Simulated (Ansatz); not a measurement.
# Structures of Ni$_{2}$Ge: which is lowest?

Plane-wave DFT in Ansatz with scalar-relativistic PAW potentials, cutoff 500 eV, Γ-centred meshes chosen by cell and gap, Gaussian smearing with energies taken to zero width. Every cell was relaxed (cell and atoms) in a run of its own, within the symmetry of its start. Functional: r2SCAN.

Relaxed structures (starts from databases or built by putting these elements on another compound's sites):
A. P6_3/mmc, 6 atoms in the computed cell, a = 3.978 Å, c = 5.037 Å; sites (symmetry × multiplicity) Ni -3m. × 2 + -6m2 × 2, Ge -6m2 × 2; start: database
B. Pnma, 12 atoms in the computed cell, a = 5.099 Å, b = 3.786 Å, c = 7.185 Å; sites (symmetry × multiplicity) Ni .m. × 4 + .m. × 4, Ge .m. × 4; start: database

Task: Rank them by energy. Could pressure change the order?

Result:
```tsv
structure	group	E − E(lowest) (meV/atom)	V (Å³/atom)	gap on mesh (eV)
B	Pnma	0.0	11.56	0.00
A	P6_3/mmc	29.8	11.51	0.00
```

B is lowest, 30 meV/atom under A. The two lowest differ in volume by under 3 %, too little for a first-order estimate of what pressure does to that pair (other pairs aren't weighed here); with rigid cells even 3 % in favour of the higher one would need about 14 GPa. Other structures may lie lower than all of these, and vibrations aren't counted.

Spin polarisation was left out, and a magnetic state may lie lower.